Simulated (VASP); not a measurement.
# Nb5C6 in VASP: notebook

One slab, Nb5C6, is run at these levels: PBE; tasks: single point.

All numbers are computed with VASP 6.6.1; they aren't measurements. Logs are shortened: lines on timing, memory, paths and dates and some standing lists are left out, and cuts for length are marked.

### 1 The structure

The cell holds a slab with vacuum, 11 atoms: a = 3.111 Å, b = 3.111 Å, c = 27.702 Å, α = 90.00°, β = 90.00°, γ = 120.00°.

### 2 Single point, PBE

INCAR

```
PREC = Accurate
ENCUT = 460
EDIFF = 1E-7
ISMEAR = 1
SIGMA = 0.1
LREAL = False
LASPH = True
NELM = 120
ALGO = Normal
ISIF = 2
LWAVE = False
LCHARG = False
LDIPOL = True
IDIPOL = 3
DIPOL = 0.5 0.5 0.500
GGA = PE
NBANDS = 64
LVHAR = True
LVACPOTAV = True
```

KPOINTS

```
regular mesh
0
Gamma
  10 10 1
```

POSCAR

```
Nb5C6
1.0
    3.1112698372      0.0000000000      0.0000000000
   -1.5556349186      2.6944387171      0.0000000000
    0.0000000000      0.0000000000     27.7017059222
C Nb
6 5
Direct
    0.3333333333      0.6666666667      0.2707414490
    0.0000000000      0.0000000000      0.3624448694
    0.6666666667      0.3333333333      0.4541482898
    0.3333333333      0.6666666667      0.5458517102
    0.0000000000      0.0000000000      0.6375551306
    0.6666666667      0.3333333333      0.7292585510
    0.6666666667      0.3333333333      0.3165931592
    0.3333333333      0.6666666667      0.4082965796
    0.0000000000      0.0000000000      0.5000000000
    0.6666666667      0.3333333333      0.5917034204
    0.3333333333      0.6666666667      0.6834068408
```

Potentials or basis: VASP PAW PBE potentials, release 64 (C, Nb_sv).

Command:

```bash
$ cat potpaw_PBE.64/C/POTCAR potpaw_PBE.64/Nb_sv/POTCAR > POTCAR
$ mpirun -np 1 vasp_std > vasp.out
```

OUTCAR:

```text
PREC = Accurate
   ENCUT = 460
   EDIFF = 1E-7
   ISMEAR = 1
   LREAL = False
   LASPH = True
   NELM = 120
   ISIF = 2
   GGA = PE

 Found     14 irreducible k-points:

 Following reciprocal coordinates:
            Coordinates               Weight
  0.000000  0.000000  0.000000      1.000000
  0.100000 -0.000000  0.000000      6.000000
  0.200000 -0.000000  0.000000      6.000000
  0.300000 -0.000000  0.000000      6.000000
  0.400000 -0.000000  0.000000      6.000000
  0.500000 -0.000000  0.000000      3.000000
   k-points           NKPTS =     14   k-points in BZ     NKDIM =     14   number of bands    NBANDS=     64
   number of dos      NEDOS =    301   number of ions     NIONS =     11
   total plane-waves  NPLWV = 112896
   dimension x,y,z NGX =    24 NGY =   24 NGZ =  196
   dimension x,y,z NGXF=    48 NGYF=   48 NGZF=  392
   ions per type =               6   5
   NGX,Y,Z   is equivalent  to a cutoff of  12.82, 12.82, 11.76 a.u.
   NGXF,Y,Z  is equivalent  to a cutoff of  25.65, 25.65, 23.53 a.u.
 SYSTEM =  unknown system
   PREC   = accura    normal or accurate (medium, high low for compatibility)
   ISTART =      0    job   : 0-new  1-cont  2-samecut
   ICHARG =      2    charge: 1-file 2-atom 10-const
   ISPIN  =      1    spin polarized calculation?
   LNONCOLLINEAR =      F non collinear calculations
   LSORBIT =      F    spin-orbit coupling
   LASPH  =      T    aspherical Exc in radial PAW
   ENCUT  =  460.0 eV  33.81 Ry    5.81 a.u.   5.44  5.44 48.44*2*pi/ulx,y,z
   NELM   =    120;   NELMIN=  2; NELMDL= -5     # of ELM steps
   EDIFF  = 0.1E-06   stopping-criterion for ELM
   LREAL  =      F    real-space projection
   EDIFFG = 0.1E-05   stopping-criterion for IOM
   NSW    =      0    number of steps for IOM
   IBRION =     -1    ionic relax: 0-MD 1-quasi-New 2-CG
   NFREE  =      0    steps in history (QN), initial steepest desc. (CG)
   ISIF   =      2    stress and relaxation
   ISYM   =      2    0-nonsym 1-usesym 2-fastsym
   POTIM  = 0.5000    time-step for ionic-motion
   TEBEG  =    0.0;   TEEND  =   0.0 temperature during run
   PSTRESS=    0.0 pullay stress
   NELECT =      89.0000    total number of electrons
   NUPDOWN=      -1.0000    fix difference up-down
   EMIN   =  10.00;   EMAX   =-10.00  energy-range for DOS
   EFERMI =   0.00;   METHOD = LEGACY
   ISMEAR =     1;   SIGMA  =   0.10  broadening in eV -4-tet -1-fermi 0-gaus
   EFERMI_NEDOS =   21; number of points for ismear=-14 and -15
   IALGO  =     38    algorithm
   IMIX   =      4    mixing-type and parameters
     AMIX     =   0.40;   BMIX     =  1.00
     AMIX_MAG =   1.60;   BMIX_MAG =  1.00
  volume/ion in A,a.u.               =      21.11       142.47
  Fermi-wavevector in a.u.,A,eV,Ry     =   1.189143  2.247154 19.239461  1.414061
  Thomas-Fermi vector in A             =   2.325257
   LORBIT       =      0    0 simple, 1 ext, 2 COOP (PROOUT), +10 PAW based schemes
   GGA     = PE    functional components
   LHFCALC =     F    Hartree Fock is set to
   AEXX    =    0.0000 exact exchange contribution
   IVDW    =     0    specifies the selected vdW correction
   LEPSILON=     F    determine dielectric tensor
   LRPA    =     F    only Hartree local field effects (RPA)
 non-spin polarized calculation
 Methfessel and Paxton  Order N= 1 SIGMA  =   0.10
  energy-cutoff  :      460.00
  volume of cell :      232.23
 maximum number of plane-waves:      5329
 NGX is ok and might be reduce to    24
   NGX = 11   NGY = 11   NGZ = 97

 number of electron      89.0000009 magnetization

 dipolmoment           0.000000      0.000000     -0.000000 electrons x Angstroem

 Free energy of the ion-electron system (eV)
  ---------------------------------------------------
  ext. energy  EPLUGINS =         0.00000000
  ---------------------------------------------------
  free energy    TOTEN  =      -105.04472124 eV

  energy without entropy =     -105.04305899  energy(sigma->0) =     -105.04416716

 E-fermi :   2.8522     XC(G=0):  -7.2073

 val. band max:        2.8446835642   @ k =   0.5000  -0.0000   0.0000
 cond. band min:       2.8603293482   @ k =   0.3000   0.1000   0.0000
 fundamental gap:      0.0156457840
 Fermi energy:         2.8521878644

 k-point     1 :       0.0000    0.0000    0.0000
  band No.  band energies     occupation
      1     -52.7957      2.00000
      2     -52.7193      2.00000
      3     -52.6903      2.00000
      4     -51.9477      2.00000
      5     -51.9477      2.00000
      6     -29.3641      2.00000
[... 48 lines left out ...]
     55       4.7427     -0.00000
     56       5.1530      0.00000

 k-point     2 :       0.1000   -0.0000    0.0000
  band No.  band energies     occupation
      1     -52.7855      2.00000
      2     -52.7108      2.00000
      3     -52.6836      2.00000
      4     -51.9394      2.00000
      5     -51.9394      2.00000
      6     -29.3363      2.00000
[... 48 lines left out ...]
     55       4.9166      0.00000
     56       5.1863      0.00000

 k-point     3 :       0.2000   -0.0000    0.0000
  band No.  band energies     occupation
      1     -52.7584      2.00000
      2     -52.6885      2.00000
      3     -52.6664      2.00000
      4     -51.9178      2.00000
      5     -51.9178      2.00000
      6     -29.2636      2.00000
[... 48 lines left out ...]
     55       5.4192      0.00000
     56       5.7588      0.00000

 k-point     4 :       0.3000   -0.0000    0.0000
  band No.  band energies     occupation
      1     -52.7239      2.00000
      2     -52.6607      2.00000
      3     -52.6460      2.00000
      4     -51.8910      2.00000
      5     -51.8910      2.00000
      6     -29.2044      2.00000
[... 48 lines left out ...]
     55       5.8351      0.00000
     56       6.3475      0.00000

 k-point     5 :       0.4000   -0.0000    0.0000
  band No.  band energies     occupation
      1     -52.6947      2.00000
      2     -52.6382      2.00000
      3     -52.6305      2.00000
      4     -51.8691      2.00000
      5     -51.8691      2.00000
      6     -29.3503      2.00000
[... 48 lines left out ...]
     55       6.2790      0.00000
     56       6.4772      0.00000

 k-point     6 :       0.5000   -0.0000    0.0000
  band No.  band energies     occupation
      1     -52.6830      2.00000
      2     -52.6296      2.00000
      3     -52.6250      2.00000
      4     -51.8607      2.00000
      5     -51.8607      2.00000
      6     -29.4183      2.00000
[... 48 lines left out ...]
     55       6.5118      0.00000
     56       6.5735      0.00000

 [... further k-points ...]

 [bands above 56 left out]

------------------------ aborting loop because EDIFF is reached ----------------------------------------

  FORCE on cell =-STRESS in cart. coord.  units (eV):
  Direction    XX          YY          ZZ          XY          YZ          ZX
  --------------------------------------------------------------------------------------
  -------------------------------------------------------------------------------------
  Total       10.2005104     10.2005104      4.9069417      0.0000000     -0.0000000     -0.0000000
  in kB       70.3752551     70.3752551     33.8539213      0.0000000     -0.0000000     -0.0000000
  external PRESSURE =      58.2014771 kB  Pullay stress =       0.0000000 kB

 VOLUME and BASIS-vectors are now :
 -----------------------------------------------------------------------------
  energy-cutoff  :      460.00
  volume of cell :      232.23
      direct lattice vectors                 reciprocal lattice vectors
     3.111269837  0.000000000  0.000000000     0.321412173  0.185567405  0.000000000
    -1.555634919  2.694438717  0.000000000     0.000000000  0.371134810  0.000000000
     0.000000000  0.000000000 27.701705922     0.000000000  0.000000000  0.036098860

 POSITION                                       TOTAL-FORCE (eV/Angst)
 -----------------------------------------------------------------------------------
     -0.00000      1.79629      7.50000         0.000000     -0.000000      2.165055
      0.00000      0.00000     10.04034        -0.000000      0.000000      0.343114
      1.55563      0.89815     12.58068         0.000000      0.000000     -0.063988
     -0.00000      1.79629     15.12102         0.000000     -0.000000      0.063988
      0.00000      0.00000     17.66136         0.000000     -0.000000     -0.343114
      1.55563      0.89815     20.20171        -0.000000      0.000000     -2.165055
      1.55563      0.89815      8.77017        -0.000000      0.000000     -3.408610
     -0.00000      1.79629     11.31051         0.000000     -0.000000     -0.098494
      0.00000      0.00000     13.85085        -0.000000      0.000000      0.000000
      1.55563      0.89815     16.39119        -0.000000      0.000000      0.098494
     -0.00000      1.79629     18.93154         0.000000      0.000000      3.408610
 -----------------------------------------------------------------------------------
    total drift:                                0.000000     -0.000000     -0.000000

  FREE ENERGIE OF THE ION-ELECTRON SYSTEM (eV)
  ---------------------------------------------------
  free  energy   TOTEN  =      -105.0447212418 eV

  energy  without entropy=     -105.0430589918  energy(sigma->0) =     -105.04416716

 vacuum level on the upper side and lower side of the slab         9.312         9.312
```

It took 3.4 min on 1 thread of Intel Xeon 6975P-C (Granite Rapids), shared host; peak memory 0.38 GiB.

These settings aren't checked as converged: the numbers below hold their error.

What came out:

```yaml
Free_energy: -105.0447 eV
Largest_force: 3.409 eV/Å
Band_gap_on_the_k_mesh: none (metal or under the smearing width)
Work_function_of_the_upper_face: 6.46 eV
Work_function_of_the_lower_face: 6.46 eV
```

Caveat: the cutoff is under 1.25 times the usual one of these potentials, so pressure, stress and relaxed cells hold a basis-set (Pulay) error.

### 3 Single point, PBE

This run uses another cell than the first one, of 18.83 Å³/atom, 0.892 times its volume.

Edit INCAR of step 2 so:

```diff
@@ -1,3 +1,3 @@
 PREC = Accurate
-ENCUT = 460
+ENCUT = 650
 EDIFF = 1E-7
```

KPOINTS is that of step 2.

POSCAR

```
Nb5C6
1.0
    3.1112698372      0.0000000000      0.0000000000
   -1.5556349186      2.6944387171      0.0000000000
    0.0000000000      0.0000000000     24.7017059222
C Nb
6 5
Direct
    0.3333333333      0.6666666667      0.2428982038
    0.0000000000      0.0000000000      0.3457389223
    0.6666666667      0.3333333333      0.4485796408
    0.3333333333      0.6666666667      0.5514203592
    0.0000000000      0.0000000000      0.6542610777
    0.6666666667      0.3333333333      0.7571017962
    0.6666666667      0.3333333333      0.2943185631
    0.3333333333      0.6666666667      0.3971592815
    0.0000000000      0.0000000000      0.5000000000
    0.6666666667      0.3333333333      0.6028407185
    0.3333333333      0.6666666667      0.7056814369
```

Potentials or basis: VASP PAW PBE potentials, release 64 (C, Nb_sv).

Command:

```bash
$ cat potpaw_PBE.64/C/POTCAR potpaw_PBE.64/Nb_sv/POTCAR > POTCAR
$ mpirun -np 1 vasp_std > vasp.out
```

OUTCAR:

```text
PREC = Accurate
   ENCUT = 650
   EDIFF = 1E-7
   ISMEAR = 1
   LREAL = False
   LASPH = True
   NELM = 120
   ISIF = 2
   GGA = PE

 Found     14 irreducible k-points:

 Following reciprocal coordinates:
            Coordinates               Weight
  0.000000  0.000000  0.000000      1.000000
  0.100000 -0.000000  0.000000      6.000000
  0.200000 -0.000000  0.000000      6.000000
  0.300000  0.000000  0.000000      6.000000
  0.400000 -0.000000  0.000000      6.000000
  0.500000 -0.000000  0.000000      3.000000
   k-points           NKPTS =     14   k-points in BZ     NKDIM =     14   number of bands    NBANDS=     64
   number of dos      NEDOS =    301   number of ions     NIONS =     11
   total plane-waves  NPLWV = 164640
   dimension x,y,z NGX =    28 NGY =   28 NGZ =  210
   dimension x,y,z NGXF=    56 NGYF=   56 NGZF=  420
   ions per type =               6   5
   NGX,Y,Z   is equivalent  to a cutoff of  14.96, 14.96, 14.13 a.u.
   NGXF,Y,Z  is equivalent  to a cutoff of  29.92, 29.92, 28.27 a.u.
 SYSTEM =  unknown system
   PREC   = accura    normal or accurate (medium, high low for compatibility)
   ISTART =      0    job   : 0-new  1-cont  2-samecut
   ICHARG =      2    charge: 1-file 2-atom 10-const
   ISPIN  =      1    spin polarized calculation?
   LNONCOLLINEAR =      F non collinear calculations
   LSORBIT =      F    spin-orbit coupling
   LASPH  =      T    aspherical Exc in radial PAW
   ENCUT  =  650.0 eV  47.77 Ry    6.91 a.u.   6.47  6.47 51.35*2*pi/ulx,y,z
   NELM   =    120;   NELMIN=  2; NELMDL= -5     # of ELM steps
   EDIFF  = 0.1E-06   stopping-criterion for ELM
   LREAL  =      F    real-space projection
   EDIFFG = 0.1E-05   stopping-criterion for IOM
   NSW    =      0    number of steps for IOM
   IBRION =     -1    ionic relax: 0-MD 1-quasi-New 2-CG
   NFREE  =      0    steps in history (QN), initial steepest desc. (CG)
   ISIF   =      2    stress and relaxation
   ISYM   =      2    0-nonsym 1-usesym 2-fastsym
   POTIM  = 0.5000    time-step for ionic-motion
   TEBEG  =    0.0;   TEEND  =   0.0 temperature during run
   PSTRESS=    0.0 pullay stress
   NELECT =      89.0000    total number of electrons
   NUPDOWN=      -1.0000    fix difference up-down
   EMIN   =  10.00;   EMAX   =-10.00  energy-range for DOS
   EFERMI =   0.00;   METHOD = LEGACY
[... 30 lines left out ...]
 Free energy of the ion-electron system (eV)
  ---------------------------------------------------
  ext. energy  EPLUGINS =         0.00000000
  ---------------------------------------------------
  free energy    TOTEN  =      -105.04406844 eV

  energy without entropy =     -105.04239895  energy(sigma->0) =     -105.04351194

 E-fermi :   3.9819     XC(G=0):  -8.0780

 val. band max:        3.9743403977   @ k =   0.5000  -0.0000   0.0000
 cond. band min:       3.9899766355   @ k =   0.3000   0.1000   0.0000
 fundamental gap:      0.0156362378
 Fermi energy:         3.9818678416

 k-point     1 :       0.0000    0.0000    0.0000
  band No.  band energies     occupation
      1     -51.6672      2.00000
      2     -51.5908      2.00000
      3     -51.5619      2.00000
      4     -50.8191      2.00000
      5     -50.8191      2.00000
      6     -28.2348      2.00000
[... 343 lines left out ...]
     55       7.6401      0.00000
     56       7.7019      0.00000

 [... further k-points ...]

 [bands above 56 left out]

------------------------ aborting loop because EDIFF is reached ----------------------------------------

  FORCE on cell =-STRESS in cart. coord.  units (eV):
  Direction    XX          YY          ZZ          XY          YZ          ZX
  --------------------------------------------------------------------------------------
  -------------------------------------------------------------------------------------
  Total       10.2363269     10.2363269      4.9421751     -0.0000000      0.0000000      0.0000000
  in kB       79.1993824     79.1993824     38.2380536     -0.0000000      0.0000000      0.0000000
  external PRESSURE =      65.5456061 kB  Pullay stress =       0.0000000 kB

 VOLUME and BASIS-vectors are now :
 -----------------------------------------------------------------------------
  energy-cutoff  :      650.00
  volume of cell :      207.08
      direct lattice vectors                 reciprocal lattice vectors
     3.111269837  0.000000000  0.000000000     0.321412173  0.185567405  0.000000000
    -1.555634919  2.694438717  0.000000000     0.000000000  0.371134810  0.000000000
     0.000000000  0.000000000 24.701705922     0.000000000  0.000000000  0.040483034

 POSITION                                       TOTAL-FORCE (eV/Angst)
 -----------------------------------------------------------------------------------
     -0.00000      1.79629      6.00000         0.000000      0.000000      2.168810
      0.00000      0.00000      8.54034        -0.000000      0.000000      0.343265
      1.55563      0.89815     11.08068        -0.000000      0.000000     -0.063986
     -0.00000      1.79629     13.62102         0.000000     -0.000000      0.063986
      0.00000      0.00000     16.16136        -0.000000     -0.000000     -0.343265
      1.55563      0.89815     18.70171        -0.000000     -0.000000     -2.168810
      1.55563      0.89815      7.27017         0.000000     -0.000000     -3.405222
     -0.00000      1.79629      9.81051        -0.000000     -0.000000     -0.097972
      0.00000      0.00000     12.35085        -0.000000      0.000000      0.000000
      1.55563      0.89815     14.89119        -0.000000      0.000000      0.097972
     -0.00000      1.79629     17.43154        -0.000000      0.000000      3.405222
 -----------------------------------------------------------------------------------
    total drift:                               -0.000000      0.000000      0.000000

  FREE ENERGIE OF THE ION-ELECTRON SYSTEM (eV)
  ---------------------------------------------------
  free  energy   TOTEN  =      -105.0440684387 eV

  energy  without entropy=     -105.0423989537  energy(sigma->0) =     -105.04351194

 vacuum level on the upper side and lower side of the slab        10.442        10.442
```

stdout:

```text
POSCAR found type information on POSCAR C Nb
 POSCAR found :  2 types and      11 ions
 scaLAPACK will be used
 LDA part: xc-table for (Slater+PW92), standard interpolation
 POSCAR, INCAR and KPOINTS ok, starting setup
 FFT: planning ... GRIDC
 FFT: planning ... GRID_SOFT
 FFT: planning ... GRID
 WAVECAR not read
 entering main loop
 -----------------------------------------------------------------------------
|                                                                             |
|           W    W    AA    RRRRR   N    N  II  N    N   GGGG   !!!           |
|           W    W   A  A   R    R  NN   N  II  NN   N  G    G  !!!           |
|           W    W  A    A  R    R  N N  N  II  N N  N  G       !!!           |
|           W WW W  AAAAAA  RRRRR   N  N N  II  N  N N  G  GGG   !            |
|           WW  WW  A    A  R   R   N   NN  II  N   NN  G    G                |
|           W    W  A    A  R    R  N    N  II  N    N   GGGG   !!!           |
|                                                                             |
|     Did not find any points to average over, which means that no vacuum     |
|     field-free region was found. Please increase the size of  your cell     |
|     in the dimension of the dipole correction to obtain accurate            |
|     workfunction values.                                                    |
|                                                                             |
 -----------------------------------------------------------------------------
```

Run time: 5.8 min. Hardware: 1 thread of Intel Xeon 6975P-C (Granite Rapids), shared host; peak memory 0.52 GiB.

The run converged, but some of its settings lie outside the range that counts as converged, so its numbers aren't taken as properties of the slab.

What came out:

```yaml
Free_energy: -105.0441 eV
Largest_force: 3.405 eV/Å
Band_gap_on_the_k_mesh: none (metal or under the smearing width)
Work_function_of_the_upper_face: 6.46 eV
Work_function_of_the_lower_face: 6.46 eV
```

[end of part 1 of 2]
